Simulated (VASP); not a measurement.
## LiCl: single point with PBEsol

Crystal: LiCl.

```
Cl Li
1.0
     0.00000    2.56477    2.56477
     2.56477    0.00000    2.56477
     2.56477    2.56477    0.00000
Cl Li
1 1
Cartesian
  2.5691 2.5031 2.6018
  -0.0491 0.0281 -0.0393
```

```yaml
Program: VASP 6.6.1
Task: single point
Functional: PBEsol
Potentials_or_basis: VASP PAW PBE potentials, release 64 (Cl, Li_sv)
Cutoff: 520 eV
k_mesh: 7 × 7 × 7
Occupations: methfessel-paxton, width 0.05 eV
Spin: no spin polarisation
Dipole_correction: no
Further_INCAR_settings: ALGO = Normal; EDIFF = 1e-06; NBANDS = 12
```

```
Largest force          : 0.093 eV/Å
Band gap on the k mesh : 6.12 eV, direct
```

Forces on the atoms (eV/Å):
```
Cl  -0.037  0.066 -0.055
Li   0.037 -0.066  0.055
```

Levels at points of the mesh, in eV from the valence-band top:
```tsv
k point	band 3	band 4	band 5	band 6	band 7	band 8
(0.00, 0.00, 0.00)	-0.02	-0.01	0.00	6.12	11.71	11.76
```

It took 33 s on 1 thread of AMD EPYC 9R45 (Zen 5), with other jobs on the host, peak memory 0.16 GiB.

Caveat: the PAW data sets were made with another functional, which shifts forces and pressure a little. As with any semilocal functional, this PBEsol gap is likely too small.
